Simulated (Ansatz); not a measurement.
**From a trial cell to the properties of CO2**

Computed with Ansatz (plane waves, PAW, 420 eV cutoff): PBE, scalar-relativistic, no spin polarisation, 10×10×10 k-mesh, Gaussian smearing of 0.05 eV; PAW files: Ansatz's generated set soft_2.

The chain of runs began from a measured cell (COD), expanded in volume. The relaxation kept the space group but changed the cell's proportions, one axis by 6 % at equal volume, so the results may not describe the measured structure.

The first cell:

```xyz
6
Lattice="-1.7818 1.7818 2.9690 1.7818 -1.7818 2.9690 1.7818 1.7818 -2.9690" Properties=species:S:1:pos:R:3 pbc="T T T"
C     0.0000    0.0000    0.0000
C     0.0000    1.7818    1.4845
O     0.7626    0.8909    0.7423
O    -0.8909    1.0192    2.2268
O     1.0192    0.8909    3.7113
O     2.6727    0.7626   -0.7423
```

The steps in volume:

```csv
run,level,k-mesh,kind,V (Å³/atom),P (GPa),E − E(final) (meV/atom),gap on the mesh (eV)
1,PBE,12×12×12,cell and atoms relaxed,7.84,0.0,0.0,7.71
2,PBE,10×10×10,cell and atoms relaxed,7.84,0.0,0.0,7.71
```

The cell is relaxed to zero pressure at this level.

The final structure (symmetry read at 0.01 Å). The structure is tetragonal, space group I-42d (No. 122). The conventional cell has a = 3.965 Å, b = 3.965 Å, c = 5.983 Å, α = 90.00°, β = 90.00°, γ = 90.00°. C (site symmetry -4) has 4 O at 1.40 Å as nearest neighbours. O (site symmetry 2) has 2 C at 1.40 Å as nearest neighbours. (Shells end 15 % past the nearest neighbour.)

- At the final geometry the gap, band path included, is 7.71 eV.
- The equation of state gives B0 = 139 GPa and B0′ = 3.6.
- Against the elements' standard states, run alike and uncorrected, the formation energy is -0.86 eV/atom.
- The runs in the table took roughly 6 core-minutes.

**Why it comes out so.**

Within 0.6 eV of the edges the projected states are 97 % O 2p at the top of the valence band and 62 % C 2p at the bottom of the conduction band. The lowest excitation takes an electron from O back to C, as in ionic insulators.

Kohn–Sham gaps of semilocal functionals lie under measured ones, often by a third or more.
